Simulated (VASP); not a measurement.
# ZrC (Fm-3m) in VASP: further runs

The runs below take ZrC through relaxation of cell and atoms, with PBE.

Program: VASP 6.6.1. These are calculated values, not measurements. Logs are shortened: lines on timing, memory, paths and dates and some standing lists are left out, and cuts for length are marked.

### Step 1. The structure

The structure is cubic, space group Fm-3m (No. 225). The conventional cell has a = 4.730 Å, b = 4.730 Å, c = 4.730 Å, α = 90.00°, β = 90.00°, γ = 90.00°. Around Zr (site symmetry m-3m) lie 6 C at 2.37 Å. Around C (site symmetry m-3m) lie 6 Zr at 2.37 Å.

### Step 2. Relaxation of cell and atoms, PBE

INCAR reads:

```
PREC     = Accurate       # precision mode
ENCUT    = 520            # plane-wave cutoff, eV
EDIFF    = 1E-7           # SCF threshold, eV
ISMEAR   = 0              # smearing method
SIGMA    = 0.1            # smearing width, eV
LREAL    = F              # projectors in reciprocal space
LASPH    = T              # aspherical terms in the spheres
NELM     = 80             # most SCF steps
ALGO     = Fast           # electronic algorithm
ISIF     = 3              # what is computed and relaxed
LWAVE    = F              # write WAVECAR
LCHARG   = F              # write CHGCAR
GGA      = PE             # functional
IBRION   = 2              # ionic algorithm
NSW      = 80             # ionic steps
EDIFFG   = -0.002         # ionic threshold
AMIX     = 0.2
```

KPOINTS reads:

```
Automatic mesh
0
Gamma
  16 16 16
```

POSCAR reads:

```
ZrC
1.0
    0.0000000000      2.3650000000      2.3650000000
    2.3650000000      0.0000000000      2.3650000000
    2.3650000000      2.3650000000      0.0000000000
Zr C
1 1
Direct
    0.5000000000      0.5000000000      0.5000000000
    0.0000000000      0.0000000000      0.0000000000
```

Potentials or basis: VASP PAW PBE potentials, release 64 (Zr_sv, C).

Launch:

```sh
> cat potpaw_PBE.64/Zr_sv/POTCAR potpaw_PBE.64/C/POTCAR > POTCAR
> mpirun -np 1 vasp_std > vasp.out
```

OUTCAR:

```text
PREC = Accurate
   ENCUT = 520
   EDIFF = 1E-7
   ISMEAR = 0
   LREAL = F
   LASPH = T
   NELM = 80
   ISIF = 3
   GGA = PE
   IBRION = 2
   NSW = 80
   EDIFFG = -0.002
   AMIX = 0.2

 ion  position               nearest neighbor table
   1  0.500  0.500  0.500-   2 2.37   2 2.37   2 2.37   2 2.37   2 2.37   2 2.37
   2  0.000  0.000  0.000-   1 2.37   1 2.37   1 2.37   1 2.37   1 2.37   1 2.37

  LATTYP: Found a face centered cubic cell.
 ALAT       =     4.7300000000

  Lattice vectors:

 A1 = (   0.0000000000,   2.3650000000,   2.3650000000)
 A2 = (   2.3650000000,   0.0000000000,   2.3650000000)
 A3 = (   2.3650000000,   2.3650000000,   0.0000000000)

Analysis of symmetry for initial positions (statically):
=====================================================================
 Subroutine PRICEL returns:
 Original cell was already a primitive cell.

 Routine SETGRP: Setting up the symmetry group for a
 face centered cubic supercell.

 Subroutine GETGRP returns: Found 48 space group operations
 (whereof 48 operations were pure point group operations)
 out of a pool of 48 trial point group operations.

The static configuration has the point symmetry O_h .

Analysis of symmetry for dynamics (positions and initial velocities):
=====================================================================
 Subroutine PRICEL returns:
 Original cell was already a primitive cell.

 Routine SETGRP: Setting up the symmetry group for a
 face centered cubic supercell.

 Subroutine GETGRP returns: Found 48 space group operations
 (whereof 48 operations were pure point group operations)
 out of a pool of 48 trial point group operations.

The dynamic configuration has the point symmetry O_h .

 Subroutine INISYM returns: Found 48 space group operations
 (whereof 48 operations are pure point group operations),
 and found     1 'primitive' translations

----------------------------------------------------------------------------------------

                                     Primitive cell

  volume of cell :      26.4560

  direct lattice vectors                    reciprocal lattice vectors
     0.000000000  2.365000000  2.365000000    -0.211416490  0.211416490  0.211416490
     2.365000000  0.000000000  2.365000000     0.211416490 -0.211416490  0.211416490
     2.365000000  2.365000000  0.000000000     0.211416490  0.211416490 -0.211416490

  length of vectors
     3.344615075  3.344615075  3.344615075     0.366184103  0.366184103  0.366184103

  position of ions in fractional coordinates (direct lattice)
     0.500000000  0.500000000  0.500000000
     0.000000000  0.000000000  0.000000000

  ion indices of the primitive-cell ions
   primitive index   ion index
                 1           1
                 2           2

----------------------------------------------------------------------------------------

 KPOINTS: Automatic mesh

Automatic generation of k-mesh.
 Grid dimensions read from file:
 generate k-points for:   16   16   16

 Generating k-lattice:

  Cartesian coordinates                     Fractional coordinates (reciprocal lattice)
    -0.013213531  0.013213531  0.013213531     0.062500000  0.000000000  0.000000000
     0.013213531 -0.013213531  0.013213531     0.000000000  0.062500000  0.000000000
     0.013213531  0.013213531 -0.013213531     0.000000000  0.000000000  0.062500000

  Length of vectors
     0.022886506  0.022886506  0.022886506

  Shift w.r.t. Gamma in fractional coordinates (k-lattice)
     0.000000000  0.000000000  0.000000000

 Subroutine IBZKPT returns following result:
 ===========================================

 Found    145 irreducible k-points:

 Following reciprocal coordinates:
            Coordinates               Weight
  0.000000  0.000000  0.000000      1.000000
  0.062500  0.000000  0.000000      8.000000
  0.125000  0.000000  0.000000      8.000000
  0.187500  0.000000  0.000000      8.000000
  0.250000  0.000000  0.000000      8.000000
  0.312500  0.000000  0.000000      8.000000
[... 16 lines left out ...]
 -0.125000  0.062500  0.000000     24.000000
 -0.062500  0.062500  0.000000     12.000000
 [... further k-points ...]
   k-points           NKPTS =    145   k-points in BZ     NKDIM =    145   number of bands    NBANDS=     12
   number of dos      NEDOS =    301   number of ions     NIONS =      2
   total plane-waves  NPLWV =  21952
   dimension x,y,z NGX =    28 NGY =   28 NGZ =   28
   dimension x,y,z NGXF=    56 NGYF=   56 NGZF=   56
   ions per type =               1   1
   NGX,Y,Z   is equivalent  to a cutoff of  13.92, 13.92, 13.92 a.u.
   NGXF,Y,Z  is equivalent  to a cutoff of  27.84, 27.84, 27.84 a.u.
 SYSTEM =  unknown system
   PREC   = accura    normal or accurate (medium, high low for compatibility)
   ISTART =      0    job   : 0-new  1-cont  2-samecut
   ICHARG =      2    charge: 1-file 2-atom 10-const
   ISPIN  =      1    spin polarized calculation?
   LNONCOLLINEAR =      F non collinear calculations
   LSORBIT =      F    spin-orbit coupling
   LASPH  =      T    aspherical Exc in radial PAW
   ENCUT  =  520.0 eV  38.22 Ry    6.18 a.u.   6.22  6.22  6.22*2*pi/ulx,y,z
   NELM   =     80;   NELMIN=  2; NELMDL= -5     # of ELM steps
   EDIFF  = 0.1E-06   stopping-criterion for ELM
   LREAL  =      F    real-space projection
   EDIFFG = -.2E-02   stopping-criterion for IOM
   NSW    =     80    number of steps for IOM
   IBRION =      2    ionic relax: 0-MD 1-quasi-New 2-CG
   NFREE  =      1    steps in history (QN), initial steepest desc. (CG)
   ISIF   =      3    stress and relaxation
   ISYM   =      2    0-nonsym 1-usesym 2-fastsym
   POTIM  = 0.5000    time-step for ionic-motion
   TEBEG  =    0.0;   TEEND  =   0.0 temperature during run
   PSTRESS=    0.0 pullay stress
   NELECT =      16.0000    total number of electrons
   NUPDOWN=      -1.0000    fix difference up-down
   EMIN   =  10.00;   EMAX   =-10.00  energy-range for DOS
   EFERMI =   0.00;   METHOD = LEGACY
   ISMEAR =     0;   SIGMA  =   0.10  broadening in eV -4-tet -1-fermi 0-gaus
   EFERMI_NEDOS =   21; number of points for ismear=-14 and -15
   IALGO  =     68    algorithm
   IMIX   =      4    mixing-type and parameters
     AMIX     =   0.20;   BMIX     =  1.00
     AMIX_MAG =   0.80;   BMIX_MAG =  1.00
  volume/ion in A,a.u.               =      13.23        89.27
  Fermi-wavevector in a.u.,A,eV,Ry     =   1.384439  2.616209 26.077880  1.916670
  Thomas-Fermi vector in A             =   2.508943
   LORBIT       =      0    0 simple, 1 ext, 2 COOP (PROOUT), +10 PAW based schemes
   GGA     = PE    functional components
   LHFCALC =     F    Hartree Fock is set to
   AEXX    =    0.0000 exact exchange contribution
   IVDW    =     0    specifies the selected vdW correction
   LEPSILON=     F    determine dielectric tensor
   LRPA    =     F    only Hartree local field effects (RPA)
 conjugate gradient relaxation of ions
 non-spin polarized calculation
 RMM-DIIS sequential band-by-band and
 Gauss-broadening in eV      SIGMA  =   0.10
  energy-cutoff  :      520.00
  volume of cell :       26.46
 maximum number of plane-waves:       728
 NGX is ok and might be reduce to    28
   NGX = 13   NGY = 13   NGZ = 13

--------------------------------------- Ionic step        1  -------------------------------------------

 number of electron      16.0000000 magnetization

 Free energy of the ion-electron system (eV)
  ---------------------------------------------------
  ext. energy  EPLUGINS =         0.00000000
  ---------------------------------------------------
  free energy    TOTEN  =       -19.45963178 eV

  energy without entropy =      -19.45762896  energy(sigma->0) =      -19.45863037

------------------------ aborting loop because EDIFF is reached ----------------------------------------

  FORCE on cell =-STRESS in cart. coord.  units (eV):
  Direction    XX          YY          ZZ          XY          YZ          ZX
  --------------------------------------------------------------------------------------
  -------------------------------------------------------------------------------------
  Total       -0.4457644     -0.4457644     -0.4457644      0.0000000      0.0000000     -0.0000000
  in kB      -26.9955741    -26.9955741    -26.9955741      0.0000000      0.0000000     -0.0000000
  external PRESSURE =     -26.9955741 kB  Pullay stress =       0.0000000 kB
[... 89 lines left out ...]
  FREE ENERGIE OF THE ION-ELECTRON SYSTEM (eV)
  ---------------------------------------------------
  free  energy   TOTEN  =       -19.4624402859 eV

  energy  without entropy=      -19.4604970053  energy(sigma->0) =      -19.46146865

[... ionic steps 4 to 13 ...]

--------------------------------------- Ionic step       14  -------------------------------------------

 number of electron      16.0000000 magnetization

------------------------ aborting loop because EDIFF is reached ----------------------------------------
[... 67 lines left out ...]
--------------------------------------- Ionic step       16  -------------------------------------------

 number of electron      16.0000000 magnetization

 Free energy of the ion-electron system (eV)
  ---------------------------------------------------
  ext. energy  EPLUGINS =         0.00000000
  ---------------------------------------------------
  free energy    TOTEN  =       -19.46243968 eV

  energy without entropy =      -19.46049742  energy(sigma->0) =      -19.46146855

 E-fermi :   9.5300     XC(G=0): -12.1023

 val. band max:        9.5221701645   @ k =   0.3125   0.2500   0.0000
 cond. band min:       9.5313385812   @ k =   0.4375   0.4375   0.0000
 fundamental gap:      0.0091684167
 Fermi energy:         9.5300473800

 k-point     1 :       0.0000    0.0000    0.0000
  band No.  band energies     occupation
      1     -38.5886      2.00000
      2     -16.3033      2.00000
      3     -16.3033      2.00000
      4     -16.3033      2.00000
      5      -1.7436      2.00000
      6      10.4738      0.00000
      7      10.4738      0.00000
      8      10.4738      0.00000
      9      10.6326      0.00000
     10      10.6326      0.00000
     11      10.6326      0.00000
     12      12.3349      0.00000
[... 331 lines left out ...]
 k-point    24 :      -0.0625    0.0625    0.0000
  band No.  band energies     occupation
      1     -38.5789      2.00000
      2     -16.3847      2.00000
      3     -16.3249      2.00000
      4     -16.3049      2.00000
      5      -1.5129      2.00000
      6       9.1526      2.00000
      7       9.3652      1.98024
      8       9.5101      1.22208
      9      10.7745      0.00000
     10      11.3916      0.00000
     11      11.4752      0.00000
     12      12.9539      0.00000

 [... further k-points ...]

------------------------ aborting loop because EDIFF is reached ----------------------------------------

  FORCE on cell =-STRESS in cart. coord.  units (eV):
  Direction    XX          YY          ZZ          XY          YZ          ZX
  --------------------------------------------------------------------------------------
  -------------------------------------------------------------------------------------
  Total       -0.0006555     -0.0006555     -0.0006555     -0.0000000      0.0000000      0.0000000
  in kB       -0.0401960     -0.0401960     -0.0401960     -0.0000000      0.0000000      0.0000000
  external PRESSURE =      -0.0401960 kB  Pullay stress =       0.0000000 kB
[... 17 lines left out ...]
  FREE ENERGIE OF THE ION-ELECTRON SYSTEM (eV)
  ---------------------------------------------------
  free  energy   TOTEN  =       -19.4624396760 eV

  energy  without entropy=      -19.4604974154  energy(sigma->0) =      -19.46146855

 reached required accuracy - stopping structural energy minimisation
```

It took 4.5 min on 1 thread of Intel Xeon Platinum 8488C (Sapphire Rapids), shared host; peak memory 0.2 GiB.

Results:

- Free energy: -19.4624 eV
- Relaxed volume: 13.06 Å³/atom
- Relaxed cell: a = 3.331 Å, b = 3.331 Å, c = 3.331 Å, α = 60.00°, β = 60.00°, γ = 60.00°
- Space group after relaxing (to 0.05 Å): Fm-3m (No. 225)
- Energy gained by relaxing: 1.4 meV/atom
- Ionic steps: 16
- Pressure after relaxing: 0.0 GPa
- Band gap on the k mesh: none (metal or under the smearing width)

The path:
| step | energy change (eV) | largest force (eV/Å) | pressure (GPa) | volume (Å³) |
| --- | --- | --- | --- | --- |
| 1 | 0.0000 | 0.0000 | -2.70 | 26.46 |
| 2 | 0.0044 | 0.0000 | 4.59 | 25.61 |
| 3 | -0.0028 | 0.0000 | 0.04 | 26.13 |
| 4 | -0.0028 | 0.0000 | -0.05 | 26.13 |
| 5 | -0.0028 | 0.0000 | -0.06 | 26.13 |
| 6 | -0.0028 | 0.0000 | -0.08 | 26.13 |
| 7 | -0.0028 | 0.0000 | -0.06 | 26.13 |
| 8 | -0.0028 | 0.0000 | -0.06 | 26.13 |
| 9 | -0.0028 | 0.0000 | -0.06 | 26.13 |
| 10 | -0.0028 | 0.0000 | -0.06 | 26.13 |
| 11 | -0.0028 | 0.0000 | -0.06 | 26.13 |
| 12 | -0.0028 | 0.0000 | -0.06 | 26.13 |
| 13 | -0.0028 | 0.0000 | -0.06 | 26.13 |
| 14 | -0.0028 | 0.0000 | -0.07 | 26.13 |
| 15 | -0.0028 | 0.0000 | -0.03 | 26.13 |
| 16 | -0.0028 | 0.0000 | 0.00 | 26.13 |

Final structure:
```
Zr C
1.0
     0.00000    2.35514    2.35514
     2.35514    0.00000    2.35514
     2.35514    2.35514    0.00000
Zr C
1 1
Direct
  0.50000 0.50000 0.50000
  0.00000 0.00000 0.00000
```

### Step 3. Relaxation of cell and atoms, PBE

This run uses another cell than the first one, of 13.06 Å³/atom, 0.988 times its volume.

INCAR is that of step 2.

KPOINTS is that of step 2.

POSCAR reads:

```
ZrC                                     
1.0
   -0.0000000000      2.3551356082      2.3551356082
    2.3551356082      0.0000000000      2.3551356082
    2.3551356082      2.3551356082     -0.0000000000
  Zr              C             
     1     1
Direct
     0.5000000000000000    0.5000000000000000    0.5000000000000000
     0.0000000000000000    0.0000000000000000    0.0000000000000000
```

Potentials or basis: VASP PAW PBE potentials, release 64 (Zr_sv, C).

Launch:

```sh
> cat potpaw_PBE.64/Zr_sv/POTCAR potpaw_PBE.64/C/POTCAR > POTCAR
> mpirun -np 1 vasp_std > vasp.out
```

Wall time 83 s (1 thread of Intel Xeon Platinum 8488C (Sapphire Rapids), shared host); peak memory 0.19 GiB.

The run converged. Its results:

```
Free energy             : -19.4622 eV
Pressure after relaxing : 0.0 GPa
Band gap on the k mesh  : none (metal or under the smearing width)
```

Final structure:
```yaml
crystal:
  lattice:
    - [0.00000, 2.35514, 2.35514]
    - [2.35514, 0.00000, 2.35514]
    - [2.35514, 2.35514, 0.00000]
  atoms:
    - { symbol: Zr, position: [0.50000, 0.50000, 0.50000] }
    - { symbol: C, position: [0.00000, 0.00000, 0.00000] }
```

Levels at points of the mesh, in eV from the Fermi level:
```tsv
k point	band 6	band 7	band 8	band 9	band 10	band 11
(0.00, 0.00, 0.00)	0.94	0.94	0.94	1.10	1.10	1.10
(0.50, 0.00, 0.00)	-5.26	-2.90	-2.90	4.48	4.48	5.42
(0.50, 0.50, 0.00)	-2.06	-1.73	0.06	0.06	4.43	5.63
```

Caveat: the relaxation stopped at its first step, so nothing moved.
